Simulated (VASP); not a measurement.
A run of VASP 6.6.1 is set up as follows.

INCAR

```
ALGO = Fast ; EDIFF = 1E-6
ENCUT = 520 ; GGA = PE
ICORELEVEL = 1 ; ISIF = 2
ISMEAR = 1 ; LASPH = T
LCHARG = F ; LMAXMIX = 4
LREAL = F ; LWAVE = F
NBANDS = 13 ; NELM = 80
PREC = Accurate ; SIGMA = 0.1
```

KPOINTS

```
k-points
0
Gamma
  18 18 18
```

The input POSCAR:

```
Ru                                      
1.0
   -1.5260124393      1.5260124393      1.5260124393
    1.5260124393     -1.5260124393      1.5260124393
    1.5260124393      1.5260124393     -1.5260124393
  Ru            
     1
Direct
     0.0000000000000000    0.0000000000000000    0.0000000000000000
```

The input KPOINTS_OPT:

```
explicit points
124
Reciprocal
 0.0000000000  0.0000000000  0.0000000000 1
 0.0263157895 -0.0263157895  0.0263157895 1
 0.0526315789 -0.0526315789  0.0526315789 1
 0.0789473684 -0.0789473684  0.0789473684 1
 0.1052631579 -0.1052631579  0.1052631579 1
 0.1315789474 -0.1315789474  0.1315789474 1
 0.1578947368 -0.1578947368  0.1578947368 1
 0.1842105263 -0.1842105263  0.1842105263 1
 0.2105263158 -0.2105263158  0.2105263158 1
 0.2368421053 -0.2368421053  0.2368421053 1
 0.2631578947 -0.2631578947  0.2631578947 1
 0.2894736842 -0.2894736842  0.2894736842 1
 0.3157894737 -0.3157894737  0.3157894737 1
 0.3421052632 -0.3421052632  0.3421052632 1
 0.3684210526 -0.3684210526  0.3684210526 1
 0.3947368421 -0.3947368421  0.3947368421 1
 0.4210526316 -0.4210526316  0.4210526316 1
 0.4473684211 -0.4473684211  0.4473684211 1
 0.4736842105 -0.4736842105  0.4736842105 1
 0.5000000000 -0.5000000000  0.5000000000 1
 0.5000000000 -0.5000000000  0.5000000000 1
 0.4736842105 -0.4736842105  0.5000000000 1
 0.4473684211 -0.4473684211  0.5000000000 1
 0.4210526316 -0.4210526316  0.5000000000 1
 0.3947368421 -0.3947368421  0.5000000000 1
 0.3684210526 -0.3684210526  0.5000000000 1
 0.3421052632 -0.3421052632  0.5000000000 1
 0.3157894737 -0.3157894737  0.5000000000 1
 0.2894736842 -0.2894736842  0.5000000000 1
 0.2631578947 -0.2631578947  0.5000000000 1
 0.2368421053 -0.2368421053  0.5000000000 1
 0.2105263158 -0.2105263158  0.5000000000 1
 0.1842105263 -0.1842105263  0.5000000000 1
 0.1578947368 -0.1578947368  0.5000000000 1
 0.1315789474 -0.1315789474  0.5000000000 1
 0.1052631579 -0.1052631579  0.5000000000 1
 0.0789473684 -0.0789473684  0.5000000000 1
 0.0526315789 -0.0526315789  0.5000000000 1
 0.0263157895 -0.0263157895  0.5000000000 1
 0.0000000000  0.0000000000  0.5000000000 1
 0.0000000000  0.0000000000  0.5000000000 1
 0.0000000000  0.0000000000  0.4736842105 1
 0.0000000000  0.0000000000  0.4473684211 1
 0.0000000000  0.0000000000  0.4210526316 1
 0.0000000000  0.0000000000  0.3947368421 1
 0.0000000000  0.0000000000  0.3684210526 1
 0.0000000000  0.0000000000  0.3421052632 1
 0.0000000000  0.0000000000  0.3157894737 1
 0.0000000000  0.0000000000  0.2894736842 1
 0.0000000000  0.0000000000  0.2631578947 1
 0.0000000000  0.0000000000  0.2368421053 1
 0.0000000000  0.0000000000  0.2105263158 1
 0.0000000000  0.0000000000  0.1842105263 1
 0.0000000000  0.0000000000  0.1578947368 1
 0.0000000000  0.0000000000  0.1315789474 1
 0.0000000000  0.0000000000  0.1052631579 1
 0.0000000000  0.0000000000  0.0789473684 1
 0.0000000000  0.0000000000  0.0526315789 1
 0.0000000000  0.0000000000  0.0263157895 1
 0.0000000000  0.0000000000  0.0000000000 1
 0.0000000000  0.0000000000  0.0000000000 1
 0.0131578947  0.0131578947  0.0131578947 1
 0.0263157895  0.0263157895  0.0263157895 1
 0.0394736842  0.0394736842  0.0394736842 1
 0.0526315789  0.0526315789  0.0526315789 1
 0.0657894737  0.0657894737  0.0657894737 1
 0.0789473684  0.0789473684  0.0789473684 1
 0.0921052632  0.0921052632  0.0921052632 1
 0.1052631579  0.1052631579  0.1052631579 1
 0.1184210526  0.1184210526  0.1184210526 1
 0.1315789474  0.1315789474  0.1315789474 1
 0.1447368421  0.1447368421  0.1447368421 1
 0.1578947368  0.1578947368  0.1578947368 1
 0.1710526316  0.1710526316  0.1710526316 1
 0.1842105263  0.1842105263  0.1842105263 1
 0.1973684211  0.1973684211  0.1973684211 1
 0.2105263158  0.2105263158  0.2105263158 1
 0.2236842105  0.2236842105  0.2236842105 1
 0.2368421053  0.2368421053  0.2368421053 1
 0.2500000000  0.2500000000  0.2500000000 1
 0.2500000000  0.2500000000  0.2500000000 1
 0.2631578947  0.2105263158  0.2631578947 1
 0.2763157895  0.1710526316  0.2763157895 1
 0.2894736842  0.1315789474  0.2894736842 1
 0.3026315789  0.0921052632  0.3026315789 1
 0.3157894737  0.0526315789  0.3157894737 1
 0.3289473684  0.0131578947  0.3289473684 1
 0.3421052632 -0.0263157895  0.3421052632 1
 0.3552631579 -0.0657894737  0.3552631579 1
 0.3684210526 -0.1052631579  0.3684210526 1
 0.3815789474 -0.1447368421  0.3815789474 1
 0.3947368421 -0.1842105263  0.3947368421 1
 0.4078947368 -0.2236842105  0.4078947368 1
 0.4210526316 -0.2631578947  0.4210526316 1
 0.4342105263 -0.3026315789  0.4342105263 1
 0.4473684211 -0.3421052632  0.4473684211 1
 0.4605263158 -0.3815789474  0.4605263158 1
 0.4736842105 -0.4210526316  0.4736842105 1
 0.4868421053 -0.4605263158  0.4868421053 1
 0.5000000000 -0.5000000000  0.5000000000 1
 0.2500000000  0.2500000000  0.2500000000 1
 0.2368421053  0.2368421053  0.2631578947 1
 0.2236842105  0.2236842105  0.2763157895 1
 0.2105263158  0.2105263158  0.2894736842 1
 0.1973684211  0.1973684211  0.3026315789 1
 0.1842105263  0.1842105263  0.3157894737 1
 0.1710526316  0.1710526316  0.3289473684 1
 0.1578947368  0.1578947368  0.3421052632 1
 0.1447368421  0.1447368421  0.3552631579 1
 0.1315789474  0.1315789474  0.3684210526 1
 0.1184210526  0.1184210526  0.3815789474 1
 0.1052631579  0.1052631579  0.3947368421 1
 0.0921052632  0.0921052632  0.4078947368 1
 0.0789473684  0.0789473684  0.4210526316 1
 0.0657894737  0.0657894737  0.4342105263 1
 0.0526315789  0.0526315789  0.4473684211 1
 0.0394736842  0.0394736842  0.4605263158 1
 0.0263157895  0.0263157895  0.4736842105 1
 0.0131578947  0.0131578947  0.4868421053 1
 0.0000000000  0.0000000000  0.5000000000 1
 0.0000000000  0.0000000000  0.0000000000 1
 0.5000000000 -0.5000000000  0.5000000000 1
 0.2500000000  0.2500000000  0.2500000000 1
 0.0000000000  0.0000000000  0.5000000000 1
```

Potentials or basis: VASP PAW PBE potentials, release 64 (Ru_pv).

Command:

```sh
$ cat potpaw_PBE.64/Ru_pv/POTCAR > POTCAR
$ mpirun -np 1 vasp_std > vasp.out
```

**Question.** Estimate the band gap along the path.

**Answer.** None (metal or under the smearing width).

**Question.** What does it give for the pressure?

**Answer.** 0.0 GPa.

Levels at the corners of the path, in eV from the Fermi level:
```csv
point,band 3,band 4,band 5,band 6,band 7,band 8,band 9,band 10
Γ,-42.56,-7.87,-2.73,-2.73,-2.73,-0.09,-0.09,10.55
H,-43.22,-6.09,-6.09,1.76,1.76,1.76,9.23,9.23
H,-43.22,-6.09,-6.09,1.76,1.76,1.76,9.23,9.23
N,-42.56,-6.02,-4.44,-0.11,0.35,1.18,2.35,10.00
N,-42.56,-6.02,-4.44,-0.11,0.35,1.18,2.35,10.00
Γ,-42.56,-7.87,-2.73,-2.73,-2.73,-0.09,-0.09,10.55
Γ,-42.56,-7.87,-2.73,-2.73,-2.73,-0.09,-0.09,10.55
P,-43.02,-3.69,-3.69,-3.69,0.44,0.44,9.55,10.56
P,-43.02,-3.69,-3.69,-3.69,0.44,0.44,9.55,10.56
H,-43.22,-6.09,-6.09,1.76,1.76,1.76,9.23,9.23
P,-43.02,-3.69,-3.69,-3.69,0.44,0.44,9.55,10.56
N,-42.56,-6.02,-4.44,-0.11,0.35,1.18,2.35,10.00
```
